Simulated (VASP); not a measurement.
# BaO (Fm-3m) in VASP: settings compared

Aim: see how the results for BaO move with the level of theory and the settings. Levels: PBE, PBEsol. Tasks: relaxation of cell and atoms.

Program: VASP 6.6.1. These are calculated values, not measurements. Logs are shortened: lines on timing, memory, paths and dates and some standing lists are left out, and cuts for length are marked.

**1. The crystal as given**

It takes space group Fm-3m (No. 225, cubic). Conventional cell: a = 5.613 Å, b = 5.613 Å, c = 5.613 Å, α = 90.00°, β = 90.00°, γ = 90.00°. Around Ba (site symmetry m-3m) lie 6 O at 2.81 Å. O (site symmetry m-3m) is surrounded by 6 Ba at 2.81 Å.

**2. Relaxation of cell and atoms, PBE**

Contents of INCAR:

```
PREC     = Accurate       # precision mode
ENCUT    = 600            # plane-wave cutoff, eV
EDIFF    = 1E-7           # SCF threshold, eV
ISMEAR   = 0              # smearing method
SIGMA    = 0.03           # smearing width, eV
LREAL    = False          # projectors in reciprocal space
LASPH    = True           # aspherical terms in the spheres
NELM     = 80             # most SCF steps
ALGO     = Normal         # electronic algorithm
ISIF     = 3              # what is computed and relaxed
LWAVE    = False          # write WAVECAR
LCHARG   = False          # write CHGCAR
GGA      = PE             # functional
IBRION   = 2              # ionic algorithm
NSW      = 90             # ionic steps
EDIFFG   = -0.005         # ionic threshold
```

Contents of KPOINTS:

```
regular mesh
0
Gamma
  8 8 8
```

Contents of POSCAR:

```
BaO                                     
1.0
   -0.0000000000      2.8066565104      2.8066565104
    2.8066565104      0.0000000000      2.8066565104
    2.8066565104      2.8066565104      0.0000000000
  Ba              O             
     1     1
Direct
     0.0000000000000000    0.0000000000000000    0.0000000000000000
     0.5000000000000000    0.5000000000000000    0.5000000000000000
```

Potentials or basis: VASP PAW PBE potentials, release 64 (Ba_sv, O).

The run is started by

```sh
cat potpaw_PBE.64/Ba_sv/POTCAR potpaw_PBE.64/O/POTCAR > POTCAR
mpirun -np 1 vasp_std > vasp.out
```

OUTCAR:

```text
PREC = Accurate
   ENCUT = 600
   EDIFF = 1E-7
   ISMEAR = 0
   LREAL = False
   LASPH = True
   NELM = 80
   ISIF = 3
   GGA = PE
   IBRION = 2
   NSW = 90
   EDIFFG = -0.005

 ion  position               nearest neighbor table
   1  0.000  0.000  0.000-   2 2.81   2 2.81   2 2.81   2 2.81   2 2.81   2 2.81
   2  0.500  0.500  0.500-   1 2.81   1 2.81   1 2.81   1 2.81   1 2.81   1 2.81

  LATTYP: Found a face centered cubic cell.
 ALAT       =     5.6133130208

  Lattice vectors:

 A1 = (   0.0000000000,   2.8066565104,   2.8066565104)
 A2 = (   2.8066565104,   0.0000000000,   2.8066565104)
 A3 = (   2.8066565104,   2.8066565104,   0.0000000000)

Analysis of symmetry for initial positions (statically):
=====================================================================
 Subroutine PRICEL returns:
 Original cell was already a primitive cell.

 Routine SETGRP: Setting up the symmetry group for a
 face centered cubic supercell.

 Subroutine GETGRP returns: Found 48 space group operations
 (whereof 48 operations were pure point group operations)
 out of a pool of 48 trial point group operations.

The static configuration has the point symmetry O_h .

Analysis of symmetry for dynamics (positions and initial velocities):
=====================================================================
 Subroutine PRICEL returns:
 Original cell was already a primitive cell.

 Routine SETGRP: Setting up the symmetry group for a
 face centered cubic supercell.

 Subroutine GETGRP returns: Found 48 space group operations
 (whereof 48 operations were pure point group operations)
 out of a pool of 48 trial point group operations.

The dynamic configuration has the point symmetry O_h .

 Subroutine INISYM returns: Found 48 space group operations
 (whereof 48 operations are pure point group operations),
 and found     1 'primitive' translations

----------------------------------------------------------------------------------------

                                     Primitive cell

  volume of cell :      44.2179

  direct lattice vectors                    reciprocal lattice vectors
     0.000000000  2.806656510  2.806656510    -0.178147913  0.178147913  0.178147913
     2.806656510  0.000000000  2.806656510     0.178147913 -0.178147913  0.178147913
     2.806656510  2.806656510  0.000000000     0.178147913  0.178147913 -0.178147913

  length of vectors
     3.969211702  3.969211702  3.969211702     0.308561237  0.308561237  0.308561237

  position of ions in fractional coordinates (direct lattice)
     0.000000000  0.000000000  0.000000000
     0.500000000  0.500000000  0.500000000

  ion indices of the primitive-cell ions
   primitive index   ion index
                 1           1
                 2           2

----------------------------------------------------------------------------------------

 KPOINTS: regular mesh

Automatic generation of k-mesh.
 Grid dimensions read from file:
 generate k-points for:    8    8    8

 Generating k-lattice:

  Cartesian coordinates                     Fractional coordinates (reciprocal lattice)
    -0.022268489  0.022268489  0.022268489     0.125000000  0.000000000  0.000000000
     0.022268489 -0.022268489  0.022268489     0.000000000  0.125000000  0.000000000
     0.022268489  0.022268489 -0.022268489     0.000000000  0.000000000  0.125000000

  Length of vectors
     0.038570155  0.038570155  0.038570155

  Shift w.r.t. Gamma in fractional coordinates (k-lattice)
     0.000000000  0.000000000  0.000000000

 Subroutine IBZKPT returns following result:
 ===========================================

 Found     29 irreducible k-points:

 Following reciprocal coordinates:
            Coordinates               Weight
  0.000000  0.000000  0.000000      1.000000
  0.125000  0.000000  0.000000      8.000000
  0.250000  0.000000  0.000000      8.000000
  0.375000  0.000000  0.000000      8.000000
  0.500000  0.000000  0.000000      4.000000
  0.125000  0.125000  0.000000      6.000000
[... 16 lines left out ...]
  0.500000  0.250000  0.125000     48.000000
 -0.375000  0.250000  0.125000     24.000000
 [... further k-points ...]
   k-points           NKPTS =     29   k-points in BZ     NKDIM =     29   number of bands    NBANDS=     12
   number of dos      NEDOS =    301   number of ions     NIONS =      2
   total plane-waves  NPLWV =  32768
   dimension x,y,z NGX =    32 NGY =   32 NGZ =   32
   dimension x,y,z NGXF=    64 NGYF=   64 NGZF=   64
   ions per type =               1   1
   NGX,Y,Z   is equivalent  to a cutoff of  13.40, 13.40, 13.40 a.u.
   NGXF,Y,Z  is equivalent  to a cutoff of  26.81, 26.81, 26.81 a.u.
 SYSTEM =  unknown system
   PREC   = accura    normal or accurate (medium, high low for compatibility)
   ISTART =      0    job   : 0-new  1-cont  2-samecut
   ICHARG =      2    charge: 1-file 2-atom 10-const
   ISPIN  =      1    spin polarized calculation?
   LNONCOLLINEAR =      F non collinear calculations
   LSORBIT =      F    spin-orbit coupling
   LASPH  =      T    aspherical Exc in radial PAW
   ENCUT  =  600.0 eV  44.10 Ry    6.64 a.u.   7.93  7.93  7.93*2*pi/ulx,y,z
   NELM   =     80;   NELMIN=  2; NELMDL= -5     # of ELM steps
   EDIFF  = 0.1E-06   stopping-criterion for ELM
   LREAL  =      F    real-space projection
   EDIFFG = -.5E-02   stopping-criterion for IOM
   NSW    =     90    number of steps for IOM
   IBRION =      2    ionic relax: 0-MD 1-quasi-New 2-CG
   NFREE  =      1    steps in history (QN), initial steepest desc. (CG)
   ISIF   =      3    stress and relaxation
   ISYM   =      2    0-nonsym 1-usesym 2-fastsym
   POTIM  = 0.5000    time-step for ionic-motion
   TEBEG  =    0.0;   TEEND  =   0.0 temperature during run
   PSTRESS=    0.0 pullay stress
   NELECT =      16.0000    total number of electrons
   NUPDOWN=      -1.0000    fix difference up-down
   EMIN   =  10.00;   EMAX   =-10.00  energy-range for DOS
   EFERMI =   0.00;   METHOD = LEGACY
   ISMEAR =     0;   SIGMA  =   0.03  broadening in eV -4-tet -1-fermi 0-gaus
   EFERMI_NEDOS =   21; number of points for ismear=-14 and -15
   IALGO  =     38    algorithm
   IMIX   =      4    mixing-type and parameters
     AMIX     =   0.40;   BMIX     =  1.00
     AMIX_MAG =   1.60;   BMIX_MAG =  1.00
  volume/ion in A,a.u.               =      22.11       149.20
  Fermi-wavevector in a.u.,A,eV,Ry     =   1.166583  2.204522 18.516378  1.360915
  Thomas-Fermi vector in A             =   2.303094
   LORBIT       =      0    0 simple, 1 ext, 2 COOP (PROOUT), +10 PAW based schemes
   GGA     = PE    functional components
   LHFCALC =     F    Hartree Fock is set to
   AEXX    =    0.0000 exact exchange contribution
   IVDW    =     0    specifies the selected vdW correction
   LEPSILON=     F    determine dielectric tensor
   LRPA    =     F    only Hartree local field effects (RPA)
 conjugate gradient relaxation of ions
 non-spin polarized calculation
 Gauss-broadening in eV      SIGMA  =   0.03
  energy-cutoff  :      600.00
  volume of cell :       44.22
 maximum number of plane-waves:      1490
   NGX = 15   NGY = 15   NGZ = 15

 number of electron      16.0000004 magnetization

 Free energy of the ion-electron system (eV)
  ---------------------------------------------------
  ext. energy  EPLUGINS =         0.00000000
  ---------------------------------------------------
  free energy    TOTEN  =       -11.81160273 eV

  energy without entropy =      -11.81160273  energy(sigma->0) =      -11.81160273

 E-fermi :   1.7328     XC(G=0):  -9.4363

 val. band max:        1.6040901649   @ k =   0.5000   0.5000   0.0000
 cond. band min:       3.7071501348   @ k =   0.5000   0.5000   0.0000
 fundamental gap:      2.1030599699
 Fermi energy:         1.7327996917

 k-point     1 :       0.0000    0.0000    0.0000
  band No.  band energies     occupation
      1     -24.3130      2.00000
      2     -13.2952      2.00000
      3      -8.8989      2.00000
      4      -8.8989      2.00000
      5      -8.8989      2.00000
      6       1.3624      2.00000
      7       1.3624      2.00000
      8       1.3624      2.00000
      9       4.9841      0.00000
     10       6.3057      0.00000
     11       6.3057      0.00000
     12       6.3057      0.00000

 k-point     2 :       0.1250    0.0000    0.0000
  band No.  band energies     occupation
      1     -24.2826      2.00000
      2     -13.3874      2.00000
      3      -8.9327      2.00000
      4      -8.9158      2.00000
      5      -8.9158      2.00000
      6       1.0346      2.00000
      7       1.1770      2.00000
      8       1.1770      2.00000
      9       5.6083      0.00000
     10       6.1875      0.00000
     11       6.5819      0.00000
     12       6.5819      0.00000

 k-point     3 :       0.2500    0.0000    0.0000
  band No.  band energies     occupation
      1     -24.2075      2.00000
      2     -13.6106      2.00000
      3      -9.0088      2.00000
      4      -8.9557      2.00000
      5      -8.9557      2.00000
      6       0.4276      2.00000
      7       0.7799      2.00000
      8       0.7799      2.00000
      9       6.0686      0.00000
     10       7.1685      0.00000
     11       7.3266      0.00000
     12       7.3266      0.00000
[... 286 lines left out ...]
 k-point    23 :       0.5000    0.2500    0.1250
  band No.  band energies     occupation
      1     -24.0923      2.00000
      2     -13.7358      2.00000
      3      -9.4325      2.00000
      4      -9.3225      2.00000
      5      -9.0110      2.00000
      6       0.3033      2.00000
      7       0.5653      2.00000
      8       1.1283      2.00000
      9       5.7626      0.00000
     10       7.4832      0.00000
     11       8.7924      0.00000
     12       8.9713      0.00000

 k-point    24 :      -0.3750    0.2500    0.1250
  band No.  band energies     occupation
      1     -24.0666      2.00000
      2     -13.7762      2.00000
      3      -9.4539      2.00000
      4      -9.4488      2.00000
      5      -9.0047      2.00000
      6       0.2190      2.00000
      7       0.7744      2.00000
      8       0.8459      2.00000
      9       6.4291      0.00000
     10       7.0198      0.00000
     11       9.2261      0.00000
     12       9.3196      0.00000

 [... further k-points ...]

------------------------ aborting loop because EDIFF is reached ----------------------------------------

  FORCE on cell =-STRESS in cart. coord.  units (eV):
  Direction    XX          YY          ZZ          XY          YZ          ZX
  --------------------------------------------------------------------------------------
  -------------------------------------------------------------------------------------
  Total       -0.0065259     -0.0065259     -0.0065259     -0.0000000      0.0000000     -0.0000000
  in kB       -0.2364583     -0.2364583     -0.2364583     -0.0000000      0.0000000     -0.0000000
  external PRESSURE =      -0.2364583 kB  Pullay stress =       0.0000000 kB

 VOLUME and BASIS-vectors are now :
 -----------------------------------------------------------------------------
  energy-cutoff  :      600.00
  volume of cell :       44.22
      direct lattice vectors                 reciprocal lattice vectors
     0.000000000  2.806656510  2.806656510    -0.178147913  0.178147913  0.178147913
     2.806656510  0.000000000  2.806656510     0.178147913 -0.178147913  0.178147913
     2.806656510  2.806656510  0.000000000     0.178147913  0.178147913 -0.178147913

 POSITION                                       TOTAL-FORCE (eV/Angst)
 -----------------------------------------------------------------------------------
      0.00000      0.00000      0.00000        -0.000000     -0.000000     -0.000000
      2.80666      2.80666      2.80666         0.000000      0.000000      0.000000
 -----------------------------------------------------------------------------------
    total drift:                                0.000000     -0.000000      0.000000

  FREE ENERGIE OF THE ION-ELECTRON SYSTEM (eV)
  ---------------------------------------------------
  free  energy   TOTEN  =       -11.8116027327 eV

  energy  without entropy=      -11.8116027327  energy(sigma->0) =      -11.81160273

 reached required accuracy - stopping structural energy minimisation
```

Run time: 8 s. Hardware: 1 thread of Intel Xeon 6975P-C (Granite Rapids), shared host; peak memory 0.18 GiB.

What came out:

```yaml
Free_energy: -11.8116 eV
Pressure_after_relaxing: 0.0 GPa
Band_gap_on_the_k_mesh: 2.10 eV, direct
```

Final structure:
```yaml
crystal:
  lattice:
    - [0.00000, 2.80666, 2.80666]
    - [2.80666, 0.00000, 2.80666]
    - [2.80666, 2.80666, 0.00000]
  atoms:
    - { symbol: Ba, position: [0.00000, 0.00000, 0.00000] }
    - { symbol: O, position: [0.50000, 0.50000, 0.50000] }
```

Caveat: the relaxation stopped at its first step, so nothing moved; spin-orbit coupling is left out, which moves the levels of the heavy elements. A k mesh can miss the band edges.

**3. Relaxation of cell and atoms, PBEsol**

This run uses another cell than the first one, of 20.80 Å³/atom, 0.941 times its volume.

Contents of INCAR:

```
ALGO     = Normal         # electronic algorithm
EDIFF    = 1E-6           # SCF threshold, eV
EDIFFG   = -0.01          # ionic threshold
ENCUT    = 600            # plane-wave cutoff, eV
GGA      = PS             # functional
IBRION   = 2              # ionic algorithm
ISIF     = 3              # what is computed and relaxed
ISMEAR   = 0              # smearing method
LASPH    = T              # aspherical terms in the spheres
LCHARG   = F              # write CHGCAR
LREAL    = F              # projectors in reciprocal space
LWAVE    = F              # write WAVECAR
NELM     = 80             # most SCF steps
NSW      = 90             # ionic steps
PREC     = Accurate       # precision mode
SIGMA    = 0.03           # smearing width, eV
```

Contents of KPOINTS:

```
k-points
0
Gamma
  8 8 8
```

Contents of POSCAR:

```
BaO
1.0
    0.0000000000      2.7500000000      2.7500000000
    2.7500000000      0.0000000000      2.7500000000
    2.7500000000      2.7500000000      0.0000000000
Ba O
1 1
Direct
    0.0000000000      0.0000000000      0.0000000000
    0.5000000000      0.5000000000      0.5000000000
```

Potentials or basis: VASP PAW PBE potentials, release 64 (Ba_sv, O).

The run is started by

```sh
cat potpaw_PBE.64/Ba_sv/POTCAR potpaw_PBE.64/O/POTCAR > POTCAR
mpirun -np 1 vasp_std > vasp.out
```

Run time: 27 s. Hardware: 1 thread of Intel Xeon Platinum 8488C (Sapphire Rapids), shared host; peak memory 0.18 GiB.

It converged, with:

- Free energy: -12.4005 eV
- Relaxed volume: 21.16 Å³/atom
- Relaxed cell: a = 3.912 Å, b = 3.912 Å, c = 3.912 Å, α = 60.00°, β = 60.00°, γ = 60.00°
- Space group after relaxing (to 0.05 Å): Fm-3m (No. 225)
- Energy gained by relaxing: 1.6 meV/atom
- Ionic steps: 3
- Pressure after relaxing: 0.0 GPa
- Band gap on the k mesh: 1.86 eV, direct

Step by step:
```
step  energy change (eV)  largest force (eV/Å)  pressure (GPa)  volume (Å³)
   1              0.0000                0.0000            1.39        41.59
   2             -0.0024                0.0000           -0.64        42.69
   3             -0.0031                0.0000            0.01        42.33
```

Final structure:
```cif
data_structure
_symmetry_space_group_name_H-M 'P 1'
_symmetry_Int_Tables_number 1
_cell_length_a 3.9118
_cell_length_b 3.9118
_cell_length_c 3.9118
_cell_angle_alpha 60.000
_cell_angle_beta 60.000
_cell_angle_gamma 60.000
_cell_volume 42.33
loop_
_atom_site_label
_atom_site_type_symbol
_atom_site_fract_x
_atom_site_fract_y
_atom_site_fract_z
_atom_site_occupancy
Ba1 Ba 0.00000 0.00000 0.00000 1
O1 O 0.50000 0.50000 0.50000 1
```

Levels at points of the mesh, in eV from the valence-band top:
```
           k point  band 6  band 7  band 8  band 9  band 10  band 11
(0.00, 0.00, 0.00)   -0.36   -0.36   -0.36    3.38     4.63     4.63
(0.50, 0.00, 0.00)   -2.07   -1.52   -1.52    4.86     7.16     7.16
(0.50, 0.50, 0.00)   -0.17   -0.17    0.00    1.86     5.94     8.92
```

Caveat: the PAW data sets were made with another functional, which shifts forces and pressure a little; spin-orbit coupling is left out, which moves the levels of the heavy elements.

**4. Relaxation of cell and atoms, PBEsol**

This run uses another cell than the first one, of 21.16 Å³/atom, 0.957 times its volume.

INCAR: that of step 3 with these lines changed.

```diff
@@ -1,4 +1,4 @@
 ALGO     = Normal         # electronic algorithm
-EDIFF    = 1E-6           # SCF threshold, eV
-EDIFFG   = -0.01          # ionic threshold
+EDIFF    = 1E-7           # SCF threshold, eV
+EDIFFG   = -0.005         # ionic threshold
 ENCUT    = 600            # plane-wave cutoff, eV
```

KPOINTS is that of step 3.

Contents of POSCAR:

```
BaO                                     
1.0
    0.0000000000      2.7660512413      2.7660512413
    2.7660512413      0.0000000000      2.7660512413
    2.7660512413      2.7660512413      0.0000000000
  Ba              O             
     1     1
Direct
     0.0000000000000000    0.0000000000000000    0.0000000000000000
     0.5000000000000000    0.5000000000000000    0.5000000000000000
```

The run is started by

```sh
cat potpaw_PBE.64/Ba_sv/POTCAR potpaw_PBE.64/O/POTCAR > POTCAR
mpirun -np 1 vasp_std > vasp.out
```

Run time: 12 s. Hardware: 1 thread of Intel Xeon Platinum 8488C (Sapphire Rapids), shared host; peak memory 0.18 GiB.

Results (log left out):

* Free energy: -12.4012 eV
* Pressure after relaxing: 0.0 GPa
* Band gap on the k mesh: 1.86 eV, direct

Final structure:
```yaml
crystal:
  lattice:
    - [0.00000, 2.76605, 2.76605]
    - [2.76605, 0.00000, 2.76605]
    - [2.76605, 2.76605, 0.00000]
  atoms:
    - { symbol: Ba, position: [0.00000, 0.00000, 0.00000] }
    - { symbol: O, position: [0.50000, 0.50000, 0.50000] }
```

Levels at points of the mesh, in eV from the valence-band top:
```csv
k point,band 6,band 7,band 8,band 9,band 10,band 11
"(0.00, 0.00, 0.00)",-0.36,-0.36,-0.36,3.38,4.63,4.63
"(0.50, 0.00, 0.00)",-2.07,-1.52,-1.52,4.87,7.16,7.16
"(0.50, 0.50, 0.00)",-0.17,-0.17,0.00,1.86,5.94,8.92
```

Caveat: the relaxation stopped at its first step, so nothing moved; the PAW data sets were made with another functional, which shifts forces and pressure a little; spin-orbit coupling is left out, which moves the levels of the heavy elements.
